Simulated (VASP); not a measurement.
Input of a VASP 6.6.1 run:

The input INCAR:

```
SYSTEM = BN
PREC     = Accurate       ! precision mode
ENCUT    = 520            ! plane-wave cutoff, eV
EDIFF    = 1E-7           ! SCF threshold, eV
ISMEAR   = 0              ! smearing method
SIGMA    = 0.01           ! smearing width, eV
LREAL    = .FALSE.        ! projectors in reciprocal space
LASPH    = .TRUE.         ! aspherical terms in the spheres
NELM     = 100            ! most SCF steps
ALGO     = Normal         ! electronic algorithm
ISIF     = 2              ! what is computed and relaxed
LWAVE    = .FALSE.        ! write WAVECAR
LCHARG   = .FALSE.        ! write CHGCAR
GGA      = PS             ! functional
NBANDS   = 11             ! bands
```

The input KPOINTS:

```
regular mesh
0
G
  8 8 8
  0 0 0
```

File POSCAR:

```
BN
1.0
    0.0000000000      1.8048245542      1.8048245542
    1.8048245542      0.0000000000      1.8048245542
    1.8048245542      1.8048245542      0.0000000000
B N
1 1
Direct
    0.0000000000      0.0000000000      0.0000000000
    0.2500000000      0.2500000000      0.2500000000
```

Potentials or basis: VASP PAW PBE potentials, release 64 (B, N).

Run with:

```console
$ cat potpaw_PBE.64/B/POTCAR potpaw_PBE.64/N/POTCAR > POTCAR
$ mpirun -np 1 vasp_std > vasp.out
```

Question: What does it give for the pressure?

Answer: -0.7 GPa.

Question: Estimate the band gap on the k mesh.

Answer: 4.28 eV (least direct gap 8.78 eV).

Caveat: the PAW data sets were made with another functional, which shifts forces and pressure a little.

**Measured values to compare with.**

A printed reference work, monograph reports, for a bulk crystal of BN at 300 K: band gap 6.4 eV (indirect).

Measured gap of BN: 6.4 eV (indirect; 300 K; a printed reference work, monograph). This calculation gives 4.28 eV (-2.12 eV). The value is that of PBEsol on a finite k mesh, which can miss the band edges, without temperature or zero-point motion. Semilocal functionals fall short of measured gaps as a rule.
